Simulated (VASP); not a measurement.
ZnSiP2:

```
Zn Si P
1.0
    -2.68670    2.68670    5.23003
     2.68670   -2.68670    5.23003
     2.68670    2.68670   -5.23003
Zn Si P
2 2 4
Cartesian
  0.0000 0.0000 0.0000
  0.0000 2.6867 2.6150
  0.0000 0.0000 5.2300
  2.6867 0.0000 2.6150
  1.4363 1.3434 1.3075
  1.2504 1.3434 6.5375
  1.3434 3.9371 -1.3075
  1.3434 -1.2504 3.9225
```

The cell is a database's computed one.

| Property | Result |
| --- | --- |
| Program | VASP 6.6.1 |
| Task | relaxation of cell and atoms |
| Functional | LDA |
| Potentials or basis | VASP PAW LDA potentials, release 64 (Zn, Si, P) |
| Cutoff | 600 eV |
| k mesh | 8 × 8 × 8 |
| Occupations | gaussian, width 0.02 eV |
| Spin | no spin polarisation |

At the start: pressure -2.7 GPa; volume 18.88 Å³/atom.

Problem. How do energy, volume and symmetry change on relaxing?

Solution. Over 7 steps the energy falls by 6.2 meV/atom and the volume is 18.30 Å³/atom (-3.1 %); space group I-42d (No. 122, to 0.05 Å).

The path:
| step | energy change (eV) | largest force (eV/Å) | pressure (GPa) | volume (Å³) |
| --- | --- | --- | --- | --- |
| 1 | 0.0000 | 0.1899 | -2.74 | 151.01 |
| 2 | -0.0332 | 0.1847 | 1.72 | 144.06 |
| 3 | -0.0438 | 0.1876 | 0.14 | 146.30 |
| 4 | -0.0486 | 0.0732 | 0.07 | 146.30 |
| 5 | -0.0495 | 0.0028 | 0.02 | 146.31 |
| 6 | -0.0496 | 0.0013 | -0.01 | 146.35 |
| 7 | -0.0496 | 0.0001 | -0.04 | 146.39 |

Final structure:
```
Zn Si P
1.0
    -2.65512    2.65512    5.19149
     2.65512   -2.65512    5.19149
     2.65512    2.65512   -5.19149
Zn Si P
2 2 4
Direct
  0.00000 0.00000 0.00000
  0.75000 0.25000 0.50000
  0.50000 0.50000 0.00000
  0.25000 0.75000 0.50000
  0.37500 0.38840 0.51340
  0.87500 0.86160 0.48660
  0.61160 0.12500 0.98660
  0.13840 0.62500 0.01340
```
